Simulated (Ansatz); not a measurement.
## Nb(100) slab, 3 layers: from the cell to its phonons

Wanted: phonon frequencies of Nb(100) slab, 3 layers and what follows from them.

Method: DFT PBE, scalar-relativistic, plane waves, PAW, in Ansatz 0.2.0.

## (1) Starting point

The cell holds 3 atoms: 3 Nb. Cell: a = 3.300 Å, b = 3.300 Å, c = 16.300 Å, α = 90.0°, β = 90.0°, γ = 90.0°. Vacuum lies along c.

Structure file:

```cif
data_structure
_symmetry_space_group_name_H-M 'P 1'
_symmetry_Int_Tables_number 1
_cell_length_a 3.3000
_cell_length_b 3.3000
_cell_length_c 16.3000
_cell_angle_alpha 90.000
_cell_angle_beta 90.000
_cell_angle_gamma 90.000
_cell_volume 177.51
loop_
_atom_site_label
_atom_site_type_symbol
_atom_site_fract_x
_atom_site_fract_y
_atom_site_fract_z
_atom_site_occupancy
Nb1 Nb 0.00000 0.00000 0.39877 1
Nb2 Nb 0.50000 0.50000 0.50000 1
Nb3 Nb 0.00000 0.00000 0.60123 1
```

## (2) Coarse relaxation

A rough relaxation comes first, because large forces or stress need no tight tolerances yet.

The program solves this slab on a cell height of its own, 30.4 Å, in place of the one typed.

File input.yaml:

```yaml
crystal:
  lattice:
    - [3.3, 0.0, 0.0]
    - [0.0, 3.3, 0.0]
    - [0.0, 0.0, 16.3]
  atoms:
    - { symbol: Nb, position: [0.0, 0.0, 0.398773] }
    - { symbol: Nb, position: [0.5, 0.5, 0.5] }
    - { symbol: Nb, position: [0.0, 0.0, 0.601227] }
  periodic: [true, true, false]
kpoints:
  mp_grid: { grid: [6, 6, 1] }
hamiltonian:
  xc: pbe
scf:
  occupations: { method: gaussian, width: 0.1 }
output:
  forces: true
  stress: true
  eigenvalues: true
relax:
  adjacent_minimum: "off"
  f_tol: 0.05
  max_steps: 80
  cell: { stress_2d_tol: 0.02 }
```

Launch:

```
$ ansatz run input.yaml --threads 8 --pin off --max-ram 14336MiB --backend cpu --events-out ev --progress --plain --runs-dir out
```

Numbers of over 12 decimals in the logs are rounded to 6 here.

The log of the run:

```text
[...]
F+E_penalty+E_count = -13653.86745277 eV   max|allowed force component| = 1.569e-2 eV/Å   (the final SCF, on the basis selected at the relaxed cell)
  cell:  # Å, volume = 321.4001 Å³
    - [3.251519, 0, 0.0]
    - [0, 3.251519, 0.0]
    - [0.0, 0.0, 30.4000004]
  atoms:
    - { symbol: Nb, position: [0, 0, 0.219433] }
    - { symbol: Nb, position: [0.500000, 0.500000, 0.268092] }
    - { symbol: Nb, position: [0, 0, 0.316751] }
[key lines of the parts left out:]
SCF converged after 7 iterations
Free energy (F): -13653.867453 eV
Fermi energy:    -3.544346 eV
P = ½ c Tr σ = 0.0179 N/m
```

The job ended after 4.7 s (8 threads of Intel Xeon Platinum 8488C (Sapphire Rapids), shared host; peak memory 0.84 GiB).

Relaxation path:

| step | energy less that of the first step (eV) | largest force component (eV/Å) | volume (Å³) |
| --- | --- | --- | --- |
| 1 | 0.0000 | 1.8592 | 331.06 |
| 2 | -0.4265 | 0.2359 | 324.21 |
| 3 | -0.4306 | 0.1075 | 320.62 |
| 4 | -0.4318 | 0.0157 | 321.40 |
| 5* | -0.4315 | 0.0157 | 321.40 |

Relaxation steps marked * repeat the geometry before them on a plane-wave basis chosen anew for their cell, so energy and pressure can jump there.

The run keeps the 16 symmetry operations that it works with, so distortions that break them were not tested.

| cell as run | before | after | change |
| --- | --- | --- | --- |
| a (Å) | 3.300 | 3.252 | -1.5 % |
| b (Å) | 3.300 | 3.252 | -1.5 % |

The atoms that moved most (Å, along periodic axes as changes of fractional coordinates times the final cell, across vacuum about the mean position):

| atom | dx | dy | dz | length |
| --- | --- | --- | --- | --- |
| Nb1 | 0.000 | 0.000 | 0.171 | 0.171 |
| Nb3 | 0.000 | 0.000 | -0.171 | 0.171 |

The relaxed structure:

```
Nb
1.0
     3.25152    0.00000    0.00000
     0.00000    3.25152    0.00000
     0.00000    0.00000   30.40000
Nb
3
Direct
  0.00000 0.00000 0.21943
  0.50000 0.50000 0.26809
  0.00000 0.00000 0.31675
```

This step gave:

```
gap on the k-mesh : 0 eV
area per atom     : 3.524 Å²
```

The relaxation ends with a largest force component of 0.016 eV/Å.

## (3) Relaxation

Harmonic phonons are second derivatives at a point where the forces vanish, and they are wanted at zero stress, so atoms and cell are relaxed first.

File input.yaml:

```yaml
crystal:
  lattice:
    - [3.2515185495, 0.0, 0.0]
    - [0.0, 3.2515185495, 0.0]
    - [0.0, 0.0, 30.4000004]
  atoms:
    - { symbol: Nb, position: [0.0, 0.0, 0.2194327651] }
    - { symbol: Nb, position: [0.5, 0.5, 0.2680921017] }
    - { symbol: Nb, position: [0.0, 0.0, 0.3167514384] }
  periodic: [true, true, false]
kpoints:
  mp_grid: { grid: [12, 12, 1] }
hamiltonian:
  xc: pbe
scf:
  occupations: { method: gaussian, width: 0.1 }
output:
  forces: true
  stress: true
  eigenvalues: true
  write_density: true
  write_potential: true
  elf: true
  volumetric_format: npy
relax:
  adjacent_minimum: "off"
  f_tol: 0.005
  max_steps: 80
  cell: { stress_2d_tol: 0.02 }
```

The log of the run:

```text
[...]
Crystal: 3 atoms, lattice volume = 321.400 Å³
Basis set: ecut = 420 eV, 6357 PW (Γ), exchange–correlation on 48×48×432 points (8 copies of the dense FFT grid, shifted against one another)
Bands: 24, of which v1, the nominal top of the filled ones, is band 20 counted from 1 (19 counted from 0)
Symmetry: 16 space group operations
[...]
k-points: 28 of 144
[...]
SCF iter   1: F=—  HF=-13653.855771 eV  |F-HF|=—  |Δ(HF+E_count)|=         —  Δρ=3.82e-3  dr2=9.38e-2  ethr=1.77e-3  ⟨swp⟩=10.4  Hψ=4590  notcnv=0
[...]
SCF iter   9: F=-13653.840607 eV  HF=-13653.840607 eV  |F-HF|=2.88e-9  |Δ(HF+E_count)|=   2.05e-8  Δρ=1.12e-6  dr2=8.97e-9  ethr=2.56e-10  ⟨swp⟩=19.7  Hψ=7194  notcnv=0
SCF 1 converged in 9 iterations: F = -13653.840607 eV  dr2 = 8.97e-9
[...]
relax step   1: F+E_penalty+E_count = -13653.84060666 eV  Δ(F+E_penalty+E_count) = +0.000e0 eV  max|allowed force component| = 2.000e-1 eV/Å  Δτ_max = 0.0000 Å  P = +0.318 N/m  Ω = 321.400 Å³  fix = [c, alpha, beta]  reactions: c +0.000 N/m  (9 SCF iters, dr2 threshold 1.00e-7 eV, accepted)
Crystal: 3 atoms, lattice volume = 327.179 Å³
Basis set: ecut = 420 eV, 6469 PW (Γ), exchange–correlation on 48×48×432 points (8 copies of the dense FFT grid, shifted against one another)
[...]
SCF iter   8: F=-13653.821588 eV  HF=-13653.821588 eV  |F-HF|=1.84e-7  |Δ(HF+E_count)|=   3.00e-7  Δρ=1.05e-5  dr2=2.62e-7  ethr=7.69e-10  ⟨swp⟩=20.1  Hψ=7543  notcnv=0
SCF 2 converged in 8 iterations: F = -13653.821588 eV  dr2 = 2.62e-7
relax step   2: F+E_penalty+E_count = -13653.82158761 eV  Δ(F+E_penalty+E_count) = +1.902e-2 eV  max|allowed force component| = 6.223e-1 eV/Å  Δτ_max = 0.0699 Å  P = +0.860 N/m  Ω = 327.179 Å³  energy of the carried Pulay correction = -1.852e-4 eV  fix = [c, alpha, beta]  (8 SCF iters, dr2 threshold 3.00e-7 eV, rejected (line search))
Crystal: 3 atoms, lattice volume = 324.227 Å³
Basis set: ecut = 420 eV, 6445 PW (Γ), exchange–correlation on 48×48×432 points (8 copies of the dense FFT grid, shifted against one another)
[...]
SCF iter  13: F=-13653.847094 eV  HF=-13653.847094 eV  |F-HF|=5.46e-12  |Δ(HF+E_count)|=  3.27e-11  Δρ=6.81e-10  dr2=1.15e-15  ethr=1.00e-12  ⟨swp⟩=5.4  Hψ=3033  notcnv=0
SCF 3 converged in 13 iterations: F = -13653.847094 eV  dr2 = 1.15e-15
relax step   3: F+E_penalty+E_count = -13653.84709448 eV  Δ(F+E_penalty+E_count) = -6.488e-3 eV  max|allowed force component| = 3.624e-2 eV/Å  Δτ_max = 0.0212 Å  P = +0.116 N/m  Ω = 324.227 Å³  energy of the carried Pulay correction = -9.100e-5 eV  fix = [c, alpha, beta]  reactions: c +0.000 N/m  (13 SCF iters, accepted)
[...]
relax step   4: F+E_penalty+E_count = -13653.84730558 eV  Δ(F+E_penalty+E_count) = -2.111e-4 eV  max|allowed force component| = 1.464e-2 eV/Å  Δτ_max = 0.0056 Å  P = +0.008 N/m  Ω = 325.139 Å³  energy of the carried Pulay correction = -1.202e-4 eV  fix = [c, alpha, beta]  reactions: c +0.000 N/m  (6 SCF iters, dr2 threshold 8.21e-8 eV, accepted)
[...]
relax step   5: F+E_penalty+E_count = -13653.84732458 eV  Δ(F+E_penalty+E_count) = -1.901e-5 eV  max|allowed force component| = 1.996e-3 eV/Å  Δτ_max = 0.0013 Å  P = -0.010 N/m  Ω = 325.063 Å³  energy of the carried Pulay correction = -1.178e-4 eV  fix = [c, alpha, beta]  reactions: c -0.000 N/m  (5 SCF iters, dr2 threshold 1.34e-8 eV, accepted)
[...]
SCF iter   7: F=-13653.847443 eV  HF=-13653.847443 eV  |F-HF|=2.28e-9  |Δ(HF+E_count)|=  7.15e-10  Δρ=1.51e-8  dr2=1.01e-12  ethr=1.00e-12  ⟨swp⟩=10.9  Hψ=4275  notcnv=0
SCF 6 converged in 7 iterations: F = -13653.847443 eV  dr2 = 1.01e-12
relax step   6: F+E_penalty+E_count = -13653.84744323 eV  Δ(F+E_penalty+E_count) = -1.186e-4 eV  max|allowed force component| = 2.073e-3 eV/Å  Δτ_max = 0.0000 Å  P = -0.010 N/m  Ω = 325.063 Å³  fix = [c, alpha, beta]  reactions: c -0.000 N/m  stress off target by 1.01e-2 N/m on what of the cell is left free  SCF on the basis re-selected at this cell (its energy is not comparable with the rows above)  (7 SCF iters)
basis re-selected at this cell: Δ(F+E_penalty+E_count) = -1.186e-4 eV, ΔP = +0.000 N/m vs the last step (what re-selecting the basis moved, of the pressure what is left beyond the Pulay correction that the steps carried, after the strain that the cell walked since its last selection, with what the two solves' SCF thresholds leave and, on support functions, any second-order correction that the steps lacked; it is no m [...]
SCF converged after 7 iterations
Free energy (F): -13653.847443 eV
[...]
Internal energy: -13653.839728 eV  (E = F + TS)
E sigma→0 (E₀):  -13653.843586 eV
Entropy (-TS):   -0.007715 eV (-2.572 meV/atom)
Fermi energy:    -3.620663 eV
[...]
--- Forces (eV/Å), atoms counted from 1 ---
  atom   1  Nb    -0.00000000     0.00000000     0.00207303
  atom   2  Nb     0.00000000     0.00000000     0.00000000
  atom   3  Nb     0.00000000    -0.00000000    -0.00207303
  max |Σ_I F_I| component: 4.34e-19 eV/Å
--- 2D stress c σ (N/m, compression-positive) ---
       -0.010145       0.000000      -0.000000
        0.000000      -0.010145       0.000000
       -0.000000       0.000000      -0.000000
  P = ½ c Tr σ = -0.0101 N/m
--- Band table (eV; the first three rows and the last of 28) ---
  k-point 0: bands = [... 16 lower, -5.0594, -3.7106, -3.5204, -3.3029, -3.2806, -3.2806, -2.9690, -2.9690]
  k-point 1: bands = [... 16 lower, -5.0440, -4.0181, -3.8502, -3.4379, -3.2769, -3.1214, -2.7092, -2.6871]
  k-point 2: bands = [... 16 lower, -4.8448, -4.4921, -4.3043, -3.8426, -3.1550, -2.7940, -2.4238, -2.2281]
  k-point 27: bands = [... 16 lower, -4.9804, -4.7962, -4.7962, -2.0728, -2.0728, -1.6354, -0.9903, -0.2843]
--- Relaxed structure (5 steps of the walk, 4 accepted, 1 SCFs on fresh bases) ---
[...]
cell:  # Å, volume = 325.0632 Å³
    - [3.269995, 0, 0]
    - [0, 3.269995, 0]
    - [0, 0, 30.4000004]
  atoms:
    - { symbol: Nb, position: [0, 0, 0.220272] }
    - { symbol: Nb, position: [0.500000, 0.500000, 0.268092] }
    - { symbol: Nb, position: [0, 0, 0.315912] }
```

Run time: 12 s. Hardware: 8 threads; peak memory 0.96 GiB; 86 s of CPU time.

Relaxation path:

| step | energy less that of the first step (eV) | largest force component (eV/Å) | volume (Å³) |
| --- | --- | --- | --- |
| 1 | 0.0000 | 0.2000 | 321.40 |
| 2 | 0.0190 | 0.6223 | 327.18 |
| 3 | -0.0065 | 0.0362 | 324.23 |
| 4 | -0.0067 | 0.0146 | 325.14 |
| 5 | -0.0067 | 0.0020 | 325.06 |
| 6* | -0.0068 | 0.0021 | 325.06 |

Relaxation steps marked * repeat the geometry before them on a plane-wave basis chosen anew for their cell, so energy and pressure can jump there. Relaxation step 2 was tried and not accepted.

Forces are held to the 16 operations that the run works with; a distortion that breaks them can't arise in this run.

| cell as run | before | after | change |
| --- | --- | --- | --- |
| a (Å) | 3.252 | 3.270 | +0.6 % |
| b (Å) | 3.252 | 3.270 | +0.6 % |

The atoms that moved most (Å, along periodic axes as changes of fractional coordinates times the final cell, across vacuum about the mean position):

| atom | dx | dy | dz | length |
| --- | --- | --- | --- | --- |
| Nb3 | 0.000 | 0.000 | -0.026 | 0.026 |
| Nb1 | 0.000 | 0.000 | 0.026 | 0.026 |

Final coordinates:

```
Nb
1.0
     3.26999    0.00000    0.00000
     0.00000    3.26999    0.00000
     0.00000    0.00000   30.40000
Nb
3
Cartesian
  0.0000 0.0000 6.6963
  1.6350 1.6350 8.1500
  0.0000 0.0000 9.6037
```

Numbers from this step:

```
area per atom : 3.564 Å²
```

Electrostatic potential energy in the ac plane at fractional y = 1.000, with atoms of Nb within 0.2 Å of it. With pseudopotentials it is smooth inside the atoms' cores, unlike the true potential.

Ten even steps from '0' (-51 eV) to '9' (0 eV), each cell a mean:
```
99999999999999999
99999999999999999
99999999999999999
99999999999999999
99999999999999999
99999999999999999
99999999999999999
99999999999999999
99999999999999999
99999999999999999
99999999999999999
99999999999999999
99999999999999999
99999999999999999
99999999999999999
55668899999988665
00013689999863100
77788999999998877
00013689999863100
55678899999988765
99999999999999999
99999999999999999
99999999999999999
99999999999999999
```
Columns run along a (3.3 Å; values clipped at the 3rd and 97th percentile), rows up along c (30.4 Å). Atoms in or near the plane, at fractional coordinates: Nb at (0.00, 0.22), Nb at (0.00, 0.32).

ELF in the ac plane at fractional y = 1.000, with atoms of Nb within 0.2 Å of it. It is the smooth field of the valence electrons, not physical close to the nuclei.

Ten even steps from '_' (0.00) to '@' (0.68), each cell a mean:
```
__________________________________
__________________________________
__________________________________
__________________________________
__________________________________
__________________________________
__________________________________
__________________________________
__________________________________
__________________________________
__________________________________
__________________________________
__________________________________
__________________________________
____________............__________
++++++==::..::::----::::..::==++++
**##@@@@##==--==****==--==##@@@@##
====++++++****************++++++==
**%%@@@@##==--==****==--==##@@@@%%
++++==--::..::::----::::..::--==++
____________............__________
__________________________________
__________________________________
__________________________________
```
Columns run along a (3.3 Å), rows up along c (30.4 Å). Atoms in or near the plane, at fractional coordinates: Nb at (0.00, 0.22), Nb at (0.00, 0.32).

Valence density in the ac plane at fractional y = 1.000, with atoms of Nb within 0.2 Å of it. It is the smooth field of the valence electrons, not physical close to the nuclei.

Values in e/Å³, 24 rows by 14 columns, each cell a mean:
```
0.0 0.0 0.0 0.0 0.0 0.0 0.0 0.0 0.0 0.0 0.0 0.0 0.0 0.0
0.0 0.0 0.0 0.0 0.0 0.0 0.0 0.0 0.0 0.0 0.0 0.0 0.0 0.0
0.0 0.0 0.0 0.0 0.0 0.0 0.0 0.0 0.0 0.0 0.0 0.0 0.0 0.0
0.0 0.0 0.0 0.0 0.0 0.0 0.0 0.0 0.0 0.0 0.0 0.0 0.0 0.0
0.0 0.0 0.0 0.0 0.0 0.0 0.0 0.0 0.0 0.0 0.0 0.0 0.0 0.0
0.0 0.0 0.0 0.0 0.0 0.0 0.0 0.0 0.0 0.0 0.0 0.0 0.0 0.0
0.0 0.0 0.0 0.0 0.0 0.0 0.0 0.0 0.0 0.0 0.0 0.0 0.0 0.0
0.0 0.0 0.0 0.0 0.0 0.0 0.0 0.0 0.0 0.0 0.0 0.0 0.0 0.0
0.0 0.0 0.0 0.0 0.0 0.0 0.0 0.0 0.0 0.0 0.0 0.0 0.0 0.0
0.0 0.0 0.0 0.0 0.0 0.0 0.0 0.0 0.0 0.0 0.0 0.0 0.0 0.0
0.0 0.0 0.0 0.0 0.0 0.0 0.0 0.0 0.0 0.0 0.0 0.0 0.0 0.0
0.0 0.0 0.0 0.0 0.0 0.0 0.0 0.0 0.0 0.0 0.0 0.0 0.0 0.0
0.0 0.0 0.0 0.0 0.0 0.0 0.0 0.0 0.0 0.0 0.0 0.0 0.0 0.0
0.0 0.0 0.0 0.0 0.0 0.0 0.0 0.0 0.0 0.0 0.0 0.0 0.0 0.0
0.0 0.0 0.0 0.0 0.0 0.0 0.0 0.0 0.0 0.0 0.0 0.0 0.0 0.0
1.2 1.0 0.7 0.3 0.2 0.1 0.1 0.1 0.1 0.1 0.2 0.4 0.7 1.1
4.3 4.1 3.2 1.7 0.6 0.3 0.2 0.2 0.2 0.3 0.8 1.9 3.4 4.2
0.6 0.5 0.4 0.4 0.3 0.3 0.2 0.2 0.2 0.3 0.3 0.4 0.5 0.6
4.3 4.2 3.2 1.7 0.6 0.3 0.2 0.2 0.2 0.3 0.8 1.9 3.5 4.3
1.1 0.9 0.6 0.3 0.1 0.1 0.1 0.1 0.1 0.1 0.2 0.3 0.6 1.0
0.0 0.0 0.0 0.0 0.0 0.0 0.0 0.0 0.0 0.0 0.0 0.0 0.0 0.0
0.0 0.0 0.0 0.0 0.0 0.0 0.0 0.0 0.0 0.0 0.0 0.0 0.0 0.0
0.0 0.0 0.0 0.0 0.0 0.0 0.0 0.0 0.0 0.0 0.0 0.0 0.0 0.0
0.0 0.0 0.0 0.0 0.0 0.0 0.0 0.0 0.0 0.0 0.0 0.0 0.0 0.0
```
Columns run along a (3.3 Å), rows up along c (30.4 Å). Atoms in or near the plane, at fractional coordinates: Nb at (0.00, 0.22), Nb at (0.00, 0.32).

(Part 1 of 2 ends here.)

[Logs are printed without paths, hosts, clocks, repeated set-up lines and the standing remarks that a program may print on its own settings, such as how far it seeks lower states.]

[Hosts, paths, dates, database ids (printed as entryN), source tags and the programs' standing remarks are cut or masked in the printed files.]
